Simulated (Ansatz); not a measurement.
Start of a relaxation of Ga4As3P:

```cif
data_structure
_symmetry_space_group_name_H-M 'P-4m2'
_symmetry_Int_Tables_number 115
_cell_length_a 3.8849
_cell_length_b 3.8849
_cell_length_c 10.9882
_cell_angle_alpha 90.000
_cell_angle_beta 90.000
_cell_angle_gamma 90.000
_cell_volume 165.84
loop_
_atom_site_label
_atom_site_type_symbol
_atom_site_symmetry_multiplicity
_atom_site_Wyckoff_symbol
_atom_site_fract_x
_atom_site_fract_y
_atom_site_fract_z
_atom_site_occupancy
Ga1 Ga 2 g 0.50000 0.00000 0.87500 1
Ga2 Ga 2 g 0.50000 0.00000 0.37500 1
P1 P 1 a 0.00000 0.00000 0.00000 1
As1 As 2 f 0.50000 0.50000 0.25000 1
As2 As 1 d 0.00000 0.00000 0.50000 1
```

Method: Ansatz, DFT PBE, scalar-relativistic, plane waves, PAW. Cutoff 420 eV, Gaussian smearing, Γ-centred meshes. Cell and atoms relax first on a coarse mesh and then on a converged one. In between, the cell is made exact in the group found at 0.06 Å. The steps can't lower the symmetry of their start. No spin polarisation.

A guess keeps its type if space group and coordination stay and the shape of the cell changes little (axis ratios within about 15 %, angles within 6°); the volume may change.

Problem. Does it keep its structure type, or change into something else?

Solution. It keeps its type. The symmetry stays P-4m2 (No. 115). The volume per atom grows by 10.7 %, from 20.7 to 23.0 Å³. The shortest distance goes from 2.38 Å (Ga–As and Ga–P) to 2.42 Å (Ga–P). The ratio c/a of the conventional cell changes by a factor of 1.00. Counting neighbours within 15 % of an atom's shortest distance, the start has As 4, Ga 4, P 4 and the end As 4, Ga 4, P 4.

The zero of energy is the elements' standard structures at the same level; no fitted shifts are applied. The references include black phosphorus.

Problem. At what energy does it end?

Solution. −0.366 eV/atom. It lies below the elements, which doesn't yet make it stable against other compounds or structures.

The last run used a 10×10×4 mesh (in the run's order of axes) for its 8-atom cell and Gaussian smearing of 0.02 eV. The reference forms of As and P are held partly by dispersion forces, which this level lacks. Symmetry constrained the relaxation, so the result can be a saddle point.
